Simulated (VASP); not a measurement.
# BaTe in VASP: work function with PBE

Aim: the work function of BaTe with PBE.

All numbers are computed with VASP 6.6.1; they aren't measurements. Logs are shortened: lines on timing, memory, paths and dates and some standing lists are left out, and cuts for length are marked.

**1. The undisturbed crystal**

The cell holds a slab with vacuum, 6 atoms: a = 4.822 Å, b = 4.822 Å, c = 24.844 Å, α = 90.00°, β = 90.00°, γ = 120.00°.

**2. Work function, PBE (the (1 1 1) slab of BaTe, cut from the database cell, not relaxed)**

INCAR

```
SYSTEM = BaTe
PREC = Accurate
ENCUT = 520
EDIFF = 1E-6
ISMEAR = 0
SIGMA = 0.05
LREAL = .FALSE.
LASPH = .TRUE.
NELM = 80
ALGO = Fast
ISIF = 2
LWAVE = .FALSE.
LCHARG = .TRUE.
LDIPOL = .TRUE.
IDIPOL = 3
DIPOL = 0.5 0.5 0.500
GGA = PE
LELF = .TRUE.
LVHAR = .TRUE.
LVACPOTAV = .TRUE.
```

KPOINTS

```
regular mesh
0
G
  7 7 1
  0 0 0
```

POSCAR

```
BaTe
1.0
    4.8224682477      0.0000000000      0.0000000000
   -2.4112341238      4.1763800114      0.0000000000
    0.0000000000      0.0000000000     24.8438220897
Te Ba
3 3
Direct
    0.3333333333      0.6666666667      0.3018859165
    0.0000000000      0.0000000000      0.4603771833
    0.6666666667      0.3333333333      0.6188684501
    0.6666666667      0.3333333333      0.3811315499
    0.3333333333      0.6666666667      0.5396228167
    0.0000000000      0.0000000000      0.6981140835
```

Potentials or basis: VASP PAW PBE potentials, release 64 (Te, Ba_sv).

On the command line:

```sh
cat potpaw_PBE.64/Te/POTCAR potpaw_PBE.64/Ba_sv/POTCAR > POTCAR
mpirun -np 1 vasp_std > vasp.out
```

OUTCAR:

```text
SYSTEM = BaTe
   PREC = Accurate
   ENCUT = 520
   EDIFF = 1E-6
   ISMEAR = 0
   LREAL = .FALSE.
   LASPH = .TRUE.
   NELM = 80
   ISIF = 2
   GGA = PE

 ion  position               nearest neighbor table
   1  0.333  0.667  0.302-   4 3.41   4 3.41   4 3.41
   2  0.000  0.000  0.460-   4 3.41   5 3.41   4 3.41   5 3.41   4 3.41   5 3.41
   3  0.667  0.333  0.619-   5 3.41   6 3.41   5 3.41   6 3.41   6 3.41   5 3.41
   4  0.667  0.333  0.381-   1 3.41   2 3.41   1 3.41   2 3.41   2 3.41   1 3.41
   5  0.333  0.667  0.540-   3 3.41   2 3.41   3 3.41   2 3.41   2 3.41   3 3.41
   6  0.000  0.000  0.698-   3 3.41   3 3.41   3 3.41

  LATTYP: Found a hexagonal cell.
 ALAT       =     4.8224682477
 C/A-ratio  =     5.1516818388

  Lattice vectors:

 A1 = (   4.8224682477,   0.0000000000,   0.0000000000)
 A2 = (  -2.4112341238,   4.1763800114,   0.0000000000)
 A3 = (   0.0000000000,   0.0000000000,  24.8438220897)

Analysis of symmetry for initial positions (statically):
=====================================================================
 Subroutine PRICEL returns:
 Original cell was already a primitive cell.

 Routine SETGRP: Setting up the symmetry group for a
 hexagonal supercell.

 Subroutine GETGRP returns: Found  6 space group operations
 (whereof  6 operations were pure point group operations)
 out of a pool of 24 trial point group operations.

The static configuration has the point symmetry C_3v.

Analysis of symmetry for dynamics (positions and initial velocities):
=====================================================================
 Subroutine PRICEL returns:
 Original cell was already a primitive cell.

 Routine SETGRP: Setting up the symmetry group for a
 hexagonal supercell.

 Subroutine GETGRP returns: Found  6 space group operations
 (whereof  6 operations were pure point group operations)
 out of a pool of 24 trial point group operations.

The dynamic configuration has the point symmetry C_3v.

 Subroutine INISYM returns: Found  6 space group operations
 (whereof  6 operations are pure point group operations),
 and found     1 'primitive' translations

----------------------------------------------------------------------------------------

                                     Primitive cell

  volume of cell :     500.3660

  direct lattice vectors                    reciprocal lattice vectors
     4.822468248  0.000000000  0.000000000     0.207362692  0.119720906  0.000000000
    -2.411234124  4.176380011  0.000000000     0.000000000  0.239441813  0.000000000
     0.000000000  0.000000000 24.843822090     0.000000000  0.000000000  0.040251456

  length of vectors
     4.822468248  4.822468248 24.843822090     0.239441813  0.239441813  0.040251456

  position of ions in fractional coordinates (direct lattice)
     0.333333333  0.666666667  0.301885916
     0.000000000  0.000000000  0.460377183
     0.666666667  0.333333333  0.618868450
     0.666666667  0.333333333  0.381131550
     0.333333333  0.666666667  0.539622817
     0.000000000  0.000000000  0.698114084

  ion indices of the primitive-cell ions
   primitive index   ion index
                 1           1
                 2           2
                 3           3
                 4           4
                 5           5
                 6           6

----------------------------------------------------------------------------------------

 KPOINTS: regular mesh

Automatic generation of k-mesh.
 Grid dimensions read from file:
 generate k-points for:    7    7    1

 Generating k-lattice:

  Cartesian coordinates                     Fractional coordinates (reciprocal lattice)
     0.029623242  0.017102987  0.000000000     0.142857143  0.000000000  0.000000000
     0.000000000  0.034205973  0.000000000     0.000000000  0.142857143  0.000000000
     0.000000000  0.000000000  0.040251456     0.000000000  0.000000000  1.000000000

  Length of vectors
     0.034205973  0.034205973  0.040251456

  Shift w.r.t. Gamma in fractional coordinates (k-lattice)
     0.000000000  0.000000000  0.000000000

 Subroutine IBZKPT returns following result:
 ===========================================

 Found      8 irreducible k-points:

 Following reciprocal coordinates:
            Coordinates               Weight
  0.000000  0.000000  0.000000      1.000000
  0.142857  0.000000  0.000000      6.000000
  0.285714  0.000000  0.000000      6.000000
  0.428571  0.000000  0.000000      6.000000
  0.142857  0.142857  0.000000      6.000000
  0.285714  0.142857  0.000000     12.000000
  0.428571  0.142857  0.000000      6.000000
  0.285714  0.285714  0.000000      6.000000
   k-points           NKPTS =      8   k-points in BZ     NKDIM =      8   number of bands    NBANDS=     28
   number of dos      NEDOS =    301   number of ions     NIONS =      6
   total plane-waves  NPLWV = 248832
   dimension x,y,z NGX =    36 NGY =   36 NGZ =  192
   dimension x,y,z NGXF=    72 NGYF=   72 NGZF=  384
   ions per type =               3   3
   NGX,Y,Z   is equivalent  to a cutoff of  12.41, 12.41, 12.85 a.u.
   NGXF,Y,Z  is equivalent  to a cutoff of  24.82, 24.82, 25.70 a.u.
 SYSTEM =  BaTe
   PREC   = accura    normal or accurate (medium, high low for compatibility)
   ISTART =      0    job   : 0-new  1-cont  2-samecut
   ICHARG =      2    charge: 1-file 2-atom 10-const
   ISPIN  =      1    spin polarized calculation?
   LNONCOLLINEAR =      F non collinear calculations
   LSORBIT =      F    spin-orbit coupling
   LASPH  =      T    aspherical Exc in radial PAW
   ENCUT  =  520.0 eV  38.22 Ry    6.18 a.u.   8.97  8.97 46.19*2*pi/ulx,y,z
   NELM   =     80;   NELMIN=  2; NELMDL= -5     # of ELM steps
   EDIFF  = 0.1E-05   stopping-criterion for ELM
   LREAL  =      F    real-space projection
   EDIFFG = 0.1E-04   stopping-criterion for IOM
   NSW    =      0    number of steps for IOM
   IBRION =     -1    ionic relax: 0-MD 1-quasi-New 2-CG
   NFREE  =      0    steps in history (QN), initial steepest desc. (CG)
   ISIF   =      2    stress and relaxation
   ISYM   =      2    0-nonsym 1-usesym 2-fastsym
   POTIM  = 0.5000    time-step for ionic-motion
   TEBEG  =    0.0;   TEEND  =   0.0 temperature during run
   PSTRESS=    0.0 pullay stress
   NELECT =      48.0000    total number of electrons
   NUPDOWN=      -1.0000    fix difference up-down
   EMIN   =  10.00;   EMAX   =-10.00  energy-range for DOS
   EFERMI =   0.00;   METHOD = LEGACY
   ISMEAR =     0;   SIGMA  =   0.05  broadening in eV -4-tet -1-fermi 0-gaus
   EFERMI_NEDOS =   21; number of points for ismear=-14 and -15
   IALGO  =     68    algorithm
   IMIX   =      4    mixing-type and parameters
     AMIX     =   0.40;   BMIX     =  1.00
     AMIX_MAG =   1.60;   BMIX_MAG =  1.00
  volume/ion in A,a.u.               =      83.39       562.77
  Fermi-wavevector in a.u.,A,eV,Ry     =   0.749421  1.416201  7.641469  0.561632
  Thomas-Fermi vector in A             =   1.845937
   LORBIT       =      0    0 simple, 1 ext, 2 COOP (PROOUT), +10 PAW based schemes
   GGA     = PE    functional components
   LHFCALC =     F    Hartree Fock is set to
   AEXX    =    0.0000 exact exchange contribution
   IVDW    =     0    specifies the selected vdW correction
   LEPSILON=     F    determine dielectric tensor
   LRPA    =     F    only Hartree local field effects (RPA)
 non-spin polarized calculation
 RMM-DIIS sequential band-by-band and
 Gauss-broadening in eV      SIGMA  =   0.05
  energy-cutoff  :      520.00
  volume of cell :      500.37
 maximum number of plane-waves:     13515
 NGX is ok and might be reduce to    36
   NGX = 17   NGY = 17   NGZ = 93

 number of electron      47.9999999 magnetization

 dipolmoment           0.000000      0.000000     -0.371133 electrons x Angstroem

 Free energy of the ion-electron system (eV)
  ---------------------------------------------------
  ext. energy  EPLUGINS =         0.00000000
  ---------------------------------------------------
  free energy    TOTEN  =       -22.11547000 eV

  energy without entropy =      -22.10088954  energy(sigma->0) =      -22.10817977

 E-fermi :  -0.6231     XC(G=0):  -4.8734

 val. band max:       -0.6295367031   @ k =   0.1429   0.0000   0.0000
 cond. band min:      -0.6099277907   @ k =   0.2857   0.0000   0.0000
 fundamental gap:      0.0196089124
 Fermi energy:        -0.6231232744

 k-point     1 :       0.0000    0.0000    0.0000
  band No.  band energies     occupation
      1     -30.0959      2.00000
      2     -28.5608      2.00000
      3     -27.4971      2.00000
      4     -15.4059      2.00000
      5     -15.2008      2.00000
      6     -15.2008      2.00000
[... 20 lines left out ...]
     27       0.7707      0.00000
     28       0.7851      0.00000

 k-point     2 :       0.1429    0.0000    0.0000
  band No.  band energies     occupation
      1     -30.0938      2.00000
      2     -28.5583      2.00000
      3     -27.4945      2.00000
      4     -15.3964      2.00000
      5     -15.2420      2.00000
      6     -15.2096      2.00000
[... 20 lines left out ...]
     27       0.6148      0.00000
     28       0.9066      0.00000

 k-point     3 :       0.2857    0.0000    0.0000
  band No.  band energies     occupation
      1     -30.0892      2.00000
      2     -28.5525      2.00000
      3     -27.4887      2.00000
      4     -15.4001      2.00000
      5     -15.3050      2.00000
      6     -15.2293      2.00000
[... 120 lines left out ...]
      3     -27.4828      2.00000
      4     -15.4451      2.00000
      5     -15.3004      2.00000
      6     -15.2736      2.00000
[... 20 lines left out ...]
     27       0.9516      0.00000
     28       2.3690      0.00000

 k-point     8 :       0.2857    0.2857    0.0000
  band No.  band energies     occupation
      1     -30.0840      2.00000
      2     -28.5459      2.00000
      3     -27.4822      2.00000
      4     -15.4211      2.00000
      5     -15.3128      2.00000
      6     -15.2951      2.00000
[... 20 lines left out ...]
     27       1.0295      0.00000
     28       1.6655      0.00000

------------------------ aborting loop because EDIFF is reached ----------------------------------------

  FORCE on cell =-STRESS in cart. coord.  units (eV):
  Direction    XX          YY          ZZ          XY          YZ          ZX
  --------------------------------------------------------------------------------------
  -------------------------------------------------------------------------------------
  Total        3.7028681      3.7028681      4.2125581      0.0000000      0.0000000     -0.0000000
  in kB       11.8566234     11.8566234     13.4886563      0.0000000      0.0000000     -0.0000000
  external PRESSURE =      12.4006344 kB  Pullay stress =       0.0000000 kB

 VOLUME and BASIS-vectors are now :
 -----------------------------------------------------------------------------
  energy-cutoff  :      520.00
  volume of cell :      500.37
      direct lattice vectors                 reciprocal lattice vectors
     4.822468248  0.000000000  0.000000000     0.207362692  0.119720906  0.000000000
    -2.411234124  4.176380011  0.000000000     0.000000000  0.239441813  0.000000000
     0.000000000  0.000000000 24.843822090     0.000000000  0.000000000  0.040251456

 POSITION                                       TOTAL-FORCE (eV/Angst)
 -----------------------------------------------------------------------------------
     -0.00000      2.78425      7.50000        -0.000000      0.000000     -0.150125
      0.00000      0.00000     11.43753         0.000000     -0.000000      0.648086
      2.41123      1.39213     15.37506         0.000000     -0.000000      0.593963
      2.41123      1.39213      9.46876        -0.000000     -0.000000     -0.633892
     -0.00000      2.78425     13.40629        -0.000000      0.000000     -0.692722
      0.00000      0.00000     17.34382         0.000000     -0.000000      0.234690
 -----------------------------------------------------------------------------------
    total drift:                                0.000000      0.000000     -0.001584

  FREE ENERGIE OF THE ION-ELECTRON SYSTEM (eV)
  ---------------------------------------------------
  free  energy   TOTEN  =       -22.1154700031 eV

  energy  without entropy=      -22.1008895407  energy(sigma->0) =      -22.10817977

 vacuum level on the upper side and lower side of the slab         2.421         5.765
```

Run time: 4.9 min. Hardware: 1 thread of Intel Xeon Platinum 8488C (Sapphire Rapids), shared host; peak memory 0.58 GiB.

What came out:

```yaml
Free_energy: -22.1155 eV
Largest_force: 0.693 eV/Å
Band_gap_on_the_k_mesh: none (metal or under the smearing width)
Work_function_of_the_upper_face: 3.04 eV
Work_function_of_the_lower_face: 6.39 eV
```

Forces on the atoms (eV/Å):
```
Te   0.000  0.000 -0.150
Te   0.000  0.000  0.648
Te   0.000  0.000  0.594
Ba   0.000  0.000 -0.634
Ba   0.000  0.000 -0.693
Ba   0.000  0.000  0.235
```
